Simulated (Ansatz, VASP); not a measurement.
**One calculation of CuAu, two programs**

The input INCAR:

```
SYSTEM = CuAu
ALGO     = Fast           ! electronic algorithm
EDIFF    = 1E-7           ! SCF threshold, eV
ENCUT    = 520            ! plane-wave cutoff, eV
GGA      = PS             ! functional
ISIF     = 2              ! what is computed and relaxed
ISMEAR   = 0              ! smearing method
LASPH    = .TRUE.         ! aspherical terms in the spheres
LCHARG   = .TRUE.         ! write CHGCAR
LELF     = .TRUE.         ! ELF
LREAL    = .FALSE.        ! projectors in reciprocal space
LVHAR    = .TRUE.       
LWAVE    = .FALSE.        ! write WAVECAR
NBANDS   = 18             ! bands
NELM     = 100            ! most SCF steps
PREC     = Accurate       ! precision mode
SIGMA    = 0.1            ! smearing width, eV
```

KPOINTS

```
k-points
0
G
  14 14 12
  0 0 0
```

The input POSCAR:

```
CuAu
1.0
    2.7650560000      0.0360640000      0.0168840000
    0.0360640000      2.7650560000     -0.0168840000
    0.0221301000     -0.0221301000      3.4039984000
Cu Au
1 1
Direct
    0.4621192796      0.4621192796      0.5000000000
    0.0378807204      0.0378807204      0.0000000000
```

Input for Ansatz:

```yaml
crystal:
  lattice:
    - [2.765056, 0.036064, 0.016884]
    - [0.036064, 2.765056, -0.016884]
    - [0.0221301, -0.0221301, 3.4039984]
  atoms:
    - { symbol: Cu, position: [0.4621192796, 0.4621192796, 0.5] }
    - { symbol: Au, position: [0.0378807204, 0.0378807204, 0.0] }
basis:
  ecutwfc: 420
kpoints:
  mp_grid: { grid: [14, 14, 12] }
hamiltonian:
  xc: pbesol
scf:
  occupations: { method: gaussian, width: 0.1 }
output:
  forces: true
  stress: true
  eigenvalues: true
  write_density: true
  write_potential: true
  elf: true
  volumetric_format: npy
```

Alike in both runs: task single point; functional PBEsol; k mesh 14 × 14 × 12; occupations gaussian, width 0.1 eV; no spin polarisation.

|  | VASP | Ansatz |
| --- | --- | --- |
| version | VASP 6.6.1 | Ansatz 0.2.0 |
| potentials or method | VASP PAW PBE potentials, release 64 (Cu, Au) | scalar-relativistic, plane waves, PAW |
| plane-wave cutoff (eV) | 520 | 420 |
| valence electrons in the cell | 22 | 38 |

|  | VASP | Ansatz | Ansatz less VASP |
| --- | --- | --- | --- |
| gap on the k mesh at the Fermi level (eV) | none | none | - |
| pressure (GPa) | 25.9 | 25.8 | -0.10 |
| largest component of the traceless stress (GPa) | 5.75 | 5.70 | -0.052 |
| rms of the force components (eV/Å) | 1.173 | 1.171 | -0.0019 |

Atom by atom the forces differ by 0.002 eV/Å (rms over components). A gap of «none» marks a metal or a gap that the smearing closes. The two sets of potentials don't hold the same shells in valence.

Caveats: so large a pressure means that the cell lies far from this level's equilibrium, or that cutoff or potentials fall short (VASP); the potentials were made for another functional, which shifts forces and pressure (VASP). Spin-orbit coupling is left out, which matters for the levels of Au.
